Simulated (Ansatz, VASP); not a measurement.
Given: the input of a run of Ansatz 0.2.0 on C.

input.yaml

```yaml
crystal:
  lattice:
    - [0.0, 1.78337, 1.78337]
    - [1.78337, 0.0, 1.78337]
    - [1.78337, 1.78337, 0.0]
  atoms:
    - { symbol: C, position: [0.75, 0.75, 0.75] }
    - { symbol: C, position: [0.5, 0.5, 0.5] }
hamiltonian:
  xc: pbesol
  pseudopotentials: { kind: paw }
kpoints:
  mp_grid: { grid: [10, 10, 10] }
scf:
  occupations: { method: fixed }
output:
  forces: true
  stress: true
elastic:
  mode: relaxed_ion
  stencil: two_point
```

Potentials or basis: Ansatz PAW.

Run with:

```sh
$ ansatz run input.yaml --threads 2 --pin off --max-ram 5632MiB --backend cpu --events-out ev --progress --plain --runs-dir out
```

Task: Translate it to VASP 6.6.1. Potentials there: VASP PAW PBE potentials, release 64 (C).

Result: As run (the cutoff follows the program's own potentials):

File POSCAR:

```
C
1.0
    0.0000000000      1.7833700000      1.7833700000
    1.7833700000      0.0000000000      1.7833700000
    1.7833700000      1.7833700000      0.0000000000
C
2
Direct
    0.7500000000      0.7500000000      0.7500000000
    0.5000000000      0.5000000000      0.5000000000
```

File INCAR.step1:

```
PREC = Accurate
ENCUT = 600
EDIFF = 1E-8
ISMEAR = -1
SIGMA = 0.05
LREAL = False
LASPH = True
NELM = 100
ALGO = Normal
ISIF = 3
LWAVE = False
LCHARG = False
GGA = PS
IBRION = 2
NSW = 40
EDIFFG = -0.002
```

Contents of INCAR.step2:

```
PREC = Accurate
ENCUT = 600
EDIFF = 1E-8
ISMEAR = -1
SIGMA = 0.05
LREAL = False
LASPH = True
NELM = 100
ALGO = Normal
ISIF = 3
LWAVE = False
LCHARG = False
GGA = PS
IBRION = 6
NFREE = 2
POTIM = 0.015
NSW = 1
```

Contents of KPOINTS:

```
regular mesh
0
Gamma
  10 10 10
```

Potentials or basis: VASP PAW PBE potentials, release 64 (C).

The run is started by

```console
$ cat potpaw_PBE.64/C/POTCAR > POTCAR
$ cp INCAR.step1 INCAR
$ mpirun -np 1 vasp_std > vasp.out
$ cp CONTCAR POSCAR
$ cp INCAR.step2 INCAR
$ mpirun -np 1 vasp_std > vasp.out
```

Both were run:

|  | VASP | Ansatz | Ansatz less VASP |
| --- | --- | --- | --- |
| elastic constant that differs most (GPa) | 1068 | 1049 | -18.7 |
| Voigt bulk modulus (GPa) | 449 | 434 | -14.8 |

Caveats: the PAW data sets were made with another functional, which shifts forces and pressure a little (VASP); the cell is more than 3 GPa from zero pressure, which shifts response properties (Ansatz); the pressure holds a Pulay correction of +1.0 GPa for the finite cutoff (Ansatz); the PAW data sets come from PBE, with cores solved anew for the run's functional, which leaves a small shift of forces and pressure (Ansatz).
